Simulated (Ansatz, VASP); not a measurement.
**One calculation of AlCu3, two programs**

```
Al Cu
1.0
     0.00000    2.84957    2.84957
     2.84957    0.00000    2.84957
     2.84957    2.84957    0.00000
Al Cu
1 3
Direct
  0.00000 0.00000 0.00000
  0.50000 0.50000 0.50000
  0.25000 0.25000 0.25000
  0.75000 0.75000 0.75000
```

Alike in both runs: functional LDA; k mesh 12 × 12 × 12; occupations gaussian, width 0.1 eV; no spin polarisation.

Ansatz relaxed the structure, and its values are those at the end. VASP's run is a single point on that final structure, the one shown.

|  | VASP | Ansatz |
| --- | --- | --- |
| version | VASP 6.6.1 | Ansatz 0.2.0 |
| potentials or method | VASP PAW LDA potentials, release 64 (Al, Cu) | scalar-relativistic, plane waves, PAW |
| plane-wave cutoff (eV) | 520 | 420 |
| valence electrons in the cell | 36 | 60 |

```tsv
	VASP	Ansatz	Ansatz less VASP
gap on the k mesh at the Fermi level (eV)	none	none	-
pressure (GPa)	0.6	0.0	-0.66
```

A gap of «none» marks a metal or a gap that the smearing closes. The two sets of potentials don't hold the same shells in valence.
